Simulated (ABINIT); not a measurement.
# CdS (Fm-3m) in ABINIT: further runs

Aim: see how the results for CdS move with the level of theory and the settings. Levels: SCAN, revPBE, PW91, WC. Tasks: single point.

All numbers are computed with ABINIT 10.8.3 (patched build); they aren't measurements. Logs are shortened: lines on timing, memory, paths and dates and some standing lists are left out, and cuts for length are marked. The log counts tension as positive stress, the text compression.

## (1) The structure

It takes space group Fm-3m (No. 225, cubic). Conventional cell: a = 5.506 Å, b = 5.506 Å, c = 5.506 Å, α = 90.00°, β = 90.00°, γ = 90.00°. Cd (site symmetry m-3m) is surrounded by 6 S at 2.75 Å. S (site symmetry m-3m) has 6 Cd at 2.75 Å as nearest neighbours.

Measurements of this composition are mostly on another form, of space group No. 186.

## (2) Single point, SCAN

Input file run.abi:

```
pp_dirpath "./"
pseudos "Cd.GGA_PBE-JTH.xml, S.GGA_PBE-JTH.xml"

acell 3*1.0 Angstrom
rprim
     0.0000000000     2.7532440000     2.7532440000
     2.7532440000     0.0000000000     2.7532440000
     2.7532440000     2.7532440000     0.0000000000
ntypat 2
znucl 48 16
natom 2
typat 1 2
xred
     0.0000000000     0.0000000000     0.0000000000
     0.5000000000     0.5000000000     0.5000000000

ecut 26.0
pawecutdg 48.0

kptopt 1
ngkpt 8 8 8
nshiftk 1
shiftk 0.0 0.0 0.0

ixc -263267
usekden 1
pawxcdev 0

nband 13
occopt 3
tsmear 0.05 eV

nstep 100
tolvrs 1.0e-7

iomode 3
prtwf 0
prtden 0
prteig 0
prtebands 0
enunit 2
```

Potentials or basis: JTH PAW PBE v2.0.

Started as:

```
$ abinit run.abi > log 2>&1
```

run.abo:

```text
.Version 10.8.3 of ABINIT
 Symmetries : space group Fm -3 m (#225); Bravais cF (face-center cubic)
================================================================================
 Values of the parameters that define the memory need of the present run
     intxc =       0    ionmov =       0      iscf =      17    lmnmax =      18
     lnmax =       6     mgfft =      36  mpssoang =       3    mqgrid =    3001
     natom =       2  nloc_mem =       2    nspden =       1   nspinor =       1
    nsppol =       1      nsym =      48    n1xccc =       1    ntypat =       2
    occopt =       3   xclevel =       2
       mpw =        1812          nfft =       46656          nkpt =          29
 PAW method is used; the additional fine FFT grid is defined by:
   mgfftf=        48    nfftf =    110592
================================================================================
================================================================================

--------------------------------------------------------------------------------
------------- Echo of variables that govern the present computation ------------
--------------------------------------------------------------------------------
 -outvars: echo values of preprocessed input variables --------
            acell      1.8897261259E+00  1.8897261259E+00  1.8897261259E+00 Bohr
              amu      1.12411000E+02  3.20660000E+01
             ecut      2.60000000E+01 Hartree
           enunit           2
              ixc     -263267
         kptrlatt        8    0    0      0    8    0      0    0    8
          kptrlen      5.88638351E+01
            natom           2
            nband          13
            ngfft          36      36      36
          ngfftdg          48      48      48
             nkpt          29
            nstep         100
             nsym          48
           ntypat           2
           occopt           3
        pawecutdg      4.80000000E+01 Hartree
         pawxcdev           0
           prtden           0
        prtebands           0
           prteig           0
          prtkden           1
            prtwf           0
            rprim      0.0000000000E+00  2.7532440000E+00  2.7532440000E+00
                       2.7532440000E+00  0.0000000000E+00  2.7532440000E+00
                       2.7532440000E+00  2.7532440000E+00  0.0000000000E+00
          spgroup         225
           tolvrs      1.00000000E-07
           tsmear      1.83746611E-03 Hartree
            typat      1  2
          usekden           1
           useylm           1
           xangst      0.0000000000E+00  0.0000000000E+00  0.0000000000E+00
                       2.7532440000E+00  2.7532440000E+00  2.7532440000E+00
            xcart      0.0000000000E+00  0.0000000000E+00  0.0000000000E+00
                       5.2028771178E+00  5.2028771178E+00  5.2028771178E+00
             xred      0.0000000000E+00  0.0000000000E+00  0.0000000000E+00
                       5.0000000000E-01  5.0000000000E-01  5.0000000000E-01
            znucl       48.00000   16.00000

================================================================================

 chkinp: Checking input parameters for consistency.

================================================================================
== DATASET  1 ==================================================================

--- !DatasetInfo
iteration_state: {dtset: 1, }
dimensions: {natom: 2, nkpt: 29, mband: 13, nsppol: 1, nspinor: 1, nspden: 1, mpw: 1812, }
cutoff_energies: {ecut:  26.0, pawecutdg:  48.0, }
electrons: {nelect:   1.80000000E+01, charge:   0.00000000E+00, occopt:   3.00000000E+00, tsmear:   1.83746611E-03, }
meta: {optdriver: 0, ionmov: 0, optcell: 0, iscf: 17, paral_kgb: 0, }
...

 Real(R)+Recip(G) space primitive vectors, cartesian coordinates (Bohr,Bohr^-1):
 R(1)=  0.0000000  5.2028771  5.2028771  G(1)= -0.0961007  0.0961007  0.0961007
 R(2)=  5.2028771  0.0000000  5.2028771  G(2)=  0.0961007 -0.0961007  0.0961007
 R(3)=  5.2028771  5.2028771  0.0000000  G(3)=  0.0961007  0.0961007 -0.0961007
 Unit cell volume ucvol=  2.8168304E+02 bohr^3
 Angles (23,13,12)=  6.00000000E+01  6.00000000E+01  6.00000000E+01 degrees

 Coarse grid specifications (used for wave-functions):

 getcut: wavevector=  0.0000  0.0000  0.0000  ngfft=  36  36  36
         ecut(hartree)=     26.000   => boxcut(ratio)=   2.13153

 Fine grid specifications (used for densities):

 getcut: wavevector=  0.0000  0.0000  0.0000  ngfft=  48  48  48
         ecut(hartree)=     48.000   => boxcut(ratio)=   2.09169

--- Pseudopotential description ------------------------------------------------
- pspini: atom type   1  psp file is ./Cd.GGA_PBE-JTH.xml
 Pseudopotential format is: paw10
 basis_size (lnmax)=  6 (lmn_size= 18), orbitals=   0   0   1   1   2   2
 Spheres core radius: rc_sph= 2.50233826
[... 84 lines left out ...]
--- !ResultsGS
iteration_state: {dtset: 1, }
comment   : Summary of ground state results
lattice_vectors:
- [  0.0000000,   5.2028771,   5.2028771, ]
- [  5.2028771,   0.0000000,   5.2028771, ]
- [  5.2028771,   5.2028771,   0.0000000, ]
lattice_lengths: [   7.35798,    7.35798,    7.35798, ]
lattice_angles: [ 60.000,  60.000,  60.000, ] # degrees, (23, 13, 12)
lattice_volume:   2.8168304E+02
convergence: {deltae:  2.024E-09, res2:  1.191E-08, residm:  2.875E-03, diffor: null, }
etotal    :  -3.77029817E+01
entropy   :   0.00000000E+00
fermie    :   2.01524696E-01
cartesian_stress_tensor: # hartree/bohr^3
- [  1.06210987E-04,   0.00000000E+00,   0.00000000E+00, ]
- [  0.00000000E+00,   1.06210987E-04,   0.00000000E+00, ]
- [  0.00000000E+00,   0.00000000E+00,   1.06210987E-04, ]
pressure_GPa:  -3.1248E+00
xred      :
- [  0.0000E+00,   0.0000E+00,   0.0000E+00, Cd]
- [  5.0000E-01,   5.0000E-01,   5.0000E-01,  S]
cartesian_forces: # hartree/bohr
- [ -0.00000000E+00,  -0.00000000E+00,  -0.00000000E+00, ]
- [ -0.00000000E+00,  -0.00000000E+00,  -0.00000000E+00, ]
force_length_stats: {min:   0.00000000E+00, max:   0.00000000E+00, mean:   0.00000000E+00, }
...

 Integrated electronic density in atomic spheres:
 ------------------------------------------------
 Atom  Sphere_radius  Integrated_density
    1        2.50234         10.30784646
    2        1.90380          3.56742500

================================================================================

 ----iterations are completed or convergence reached----

 Mean square residual over all n,k,spin=   39.344E-06; max=  28.747E-04
 reduced coordinates (array xred) for    2 atoms
       0.000000000000      0.000000000000      0.000000000000
       0.500000000000      0.500000000000      0.500000000000
 rms dE/dt=  0.0000E+00; max dE/dt=  0.0000E+00; dE/dt below (all hartree)
    1       0.000000000000      0.000000000000      0.000000000000
    2       0.000000000000      0.000000000000      0.000000000000

 cartesian coordinates (angstrom) at end:
    1      0.00000000000000     0.00000000000000     0.00000000000000
    2      2.75324400000000     2.75324400000000     2.75324400000000

 cartesian forces (hartree/bohr) at end:
    1     -0.00000000000000    -0.00000000000000    -0.00000000000000
    2     -0.00000000000000    -0.00000000000000    -0.00000000000000
 frms,max,avg= 0.0000000E+00 0.0000000E+00   0.000E+00  0.000E+00  0.000E+00 h/b

 cartesian forces (eV/Angstrom) at end:
    1     -0.00000000000000    -0.00000000000000    -0.00000000000000
    2     -0.00000000000000    -0.00000000000000    -0.00000000000000
 frms,max,avg= 0.0000000E+00 0.0000000E+00   0.000E+00  0.000E+00  0.000E+00 e/A
 length scales=  1.889726125908  1.889726125908  1.889726125908 bohr
              =  1.000000000000  1.000000000000  1.000000000000 angstroms
 Fermi (or HOMO) energy (hartree) =   0.20152   Average Vxc (hartree)=  -0.38708
 Eigenvalues (hartree) for nkpt=  29  k points:
 kpt#   1, nband= 13, wtk=  0.00195, kpt=  0.0000  0.0000  0.0000 (reduced coord)
  -0.29536   -0.09661   -0.09661   -0.09629   -0.09629   -0.09629    0.16153    0.16153
   0.16153    0.23611    0.52438    0.54704    0.54704
      occupation numbers for kpt#   1
   2.00000    2.00000    2.00000    2.00000    2.00000    2.00000    2.00000    2.00000
   2.00000    0.00000    0.00000    0.00000    0.00000
 prteigrs : prtvol=0 or 1, do not print more k-points.

 Fermi (or HOMO) energy (eV) =   5.48377   Average Vxc (eV)= -10.53295
 Eigenvalues (   eV  ) for nkpt=  29  k points:
 kpt#   1, nband= 13, wtk=  0.00195, kpt=  0.0000  0.0000  0.0000 (reduced coord)
  -8.03728   -2.62883   -2.62883   -2.62023   -2.62023   -2.62023    4.39553    4.39553
   4.39553    6.42491   14.26920   14.88577   14.88577
 prteigrs : prtvol=0 or 1, do not print more k-points.

--- !EnergyTerms
iteration_state     : {dtset: 1, }
comment             : Components of total free energy in Hartree
kinetic             :  1.74076120807196E+01
hartree             :  1.12500447761849E+01
xc                  : -6.50265035374606E+00
Ewald energy        : -4.71948830676040E+01
psp_core            :  1.85754086692732E+00
local_psp           : -3.72986328704800E+01
PAW spherical_terms :  2.27780015837222E+01
internal            : -3.77029669842761E+01
'-kT*entropy'       : -3.52005966603546E-06
total_energy        : -3.77029705043358E+01
total_energy_eV     : -1.02595009301431E+03
...

--- !EnergyTermsDC
iteration_state     : {dtset: 1, }
comment             : '"Double-counting" decomposition of free energy'
band_energy         : -8.22532222016983E-01
Ewald energy        : -4.71948830676040E+01
psp_core            :  1.85754086692732E+00
xc_dc               : -1.00305949635192E+01
PAW spherical_terms :  1.84874911699597E+01
internal            : -3.77029782162532E+01
'-kT*entropy'       : -3.52005966603546E-06
total_energy_dc     : -3.77029817363128E+01
total_energy_dc_eV  : -1.02595039865198E+03
...

--- !EnergyTermsWithPAWCore
iteration_state     : {dtset: 1, }
comment             : 'Components of total free energy, including PAW core contributions'
Total energy        : -5.99502513790976E+03
Total energy DC     : -5.99502514914174E+03
Total energy (eV)   : -1.63132944582028E+05
Total energy DC (eV): -1.63132944887666E+05
...

 Cartesian components of stress tensor (hartree/bohr^3)
  sigma(1 1)=  1.06210987E-04  sigma(3 2)=  0.00000000E+00
  sigma(2 2)=  1.06210987E-04  sigma(3 1)=  0.00000000E+00
  sigma(3 3)=  1.06210987E-04  sigma(2 1)=  0.00000000E+00

-Cartesian components of stress tensor (GPa)         [Pressure= -3.1248E+00 GPa]
- sigma(1 1)=  3.12483513E+00  sigma(3 2)=  0.00000000E+00
- sigma(2 2)=  3.12483513E+00  sigma(3 1)=  0.00000000E+00
- sigma(3 3)=  3.12483513E+00  sigma(2 1)=  0.00000000E+00

== END DATASET(S) ==============================================================
================================================================================

 -outvars: echo values of variables after computation  --------
            acell      1.8897261259E+00  1.8897261259E+00  1.8897261259E+00 Bohr
           etotal     -3.7702981736E+01
            fcart     -0.0000000000E+00 -0.0000000000E+00 -0.0000000000E+00
                      -0.0000000000E+00 -0.0000000000E+00 -0.0000000000E+00
            rprim      0.0000000000E+00  2.7532440000E+00  2.7532440000E+00
                       2.7532440000E+00  0.0000000000E+00  2.7532440000E+00
                       2.7532440000E+00  2.7532440000E+00  0.0000000000E+00
           strten      1.0621098725E-04  1.0621098725E-04  1.0621098725E-04
                       0.0000000000E+00  0.0000000000E+00  0.0000000000E+00
           xangst      0.0000000000E+00  0.0000000000E+00  0.0000000000E+00
                       2.7532440000E+00  2.7532440000E+00  2.7532440000E+00
             xred      0.0000000000E+00  0.0000000000E+00  0.0000000000E+00
                       5.0000000000E-01  5.0000000000E-01  5.0000000000E-01
 Calculation completed.
```

Wall time 5.3 min (1 thread of Arm Neoverse V1, shared host); peak memory 0.16 GiB.

What came out:

```yaml
Free_energy: -1025.9504 eV
Pressure: -3.1 GPa
Band_gap_on_the_k_mesh: 0.56 eV, indirect (least direct gap 2.03 eV)
Valence_electrons_inside_the_program's_atomic_spheres: Cd 10.31; S 3.57
```

Levels at points of the mesh, in eV from the valence-band top:
| k point | band 7 | band 8 | band 9 | band 10 | band 11 | band 12 |
| --- | --- | --- | --- | --- | --- | --- |
| (0.00, 0.00, 0.00) | -0.75 | -0.75 | -0.75 | 1.28 | 9.13 | 9.74 |
| (0.50, 0.00, 0.00) | -4.80 | 0.00 | 0.00 | 4.03 | 6.40 | 6.40 |
| (0.50, 0.50, 0.00) | -4.16 | -2.11 | -2.11 | 0.56 | 6.51 | 9.22 |

Caveat: totals of a meta-GGA on PAW files have another zero than those of a GGA; the PAW data sets were made with another functional, which shifts forces and pressure a little. SCAN opens gaps a little over a GGA but as a rule still falls short of measured ones.

## (3) Single point, revPBE

run.abi, as its differences from that of step 2:

```diff
@@ -18,2 +18,3 @@
 pawecutdg 48.0
+pawxcdev 0
 
@@ -24,5 +25,3 @@
 
-ixc -263267
-usekden 1
-pawxcdev 0
+ixc 14
 
@@ -33,3 +32,3 @@
 nstep 100
-tolvrs 1.0e-7
+tolvrs 1.0e-9
```

Potentials or basis: JTH PAW PBE v2.0.

Started as:

```
$ abinit run.abi > log 2>&1
```

Wall time 39 s (1 thread of Arm Neoverse V1, shared host); peak memory 0.13 GiB.

The run converged. Its results:

```yaml
Free_energy: -1574.2098 eV
Pressure: 1.2 GPa
Band_gap_on_the_k_mesh: 0.33 eV, indirect (least direct gap 1.64 eV)
Valence_electrons_inside_the_program's_atomic_spheres: Cd 10.31; S 3.56
```

Levels at points of the mesh, in eV from the valence-band top:
```
           k point  band 6  band 7  band 8  band 9  band 10  band 11  band 12  band 13
(0.00, 0.00, 0.00)   -7.58   -0.72   -0.72   -0.72     0.92     9.20     9.20     9.20
(0.50, 0.00, 0.00)   -7.39   -4.72    0.00    0.00     3.59     5.94     5.94     6.72
(0.50, 0.50, 0.00)   -6.68   -4.08   -2.06   -2.06     0.33     6.12     9.78    11.19
```

Caveat: the PAW data sets were made with another functional, which shifts forces and pressure a little. A k mesh can miss the band edges.

(Part 1 of 2 ends here.)
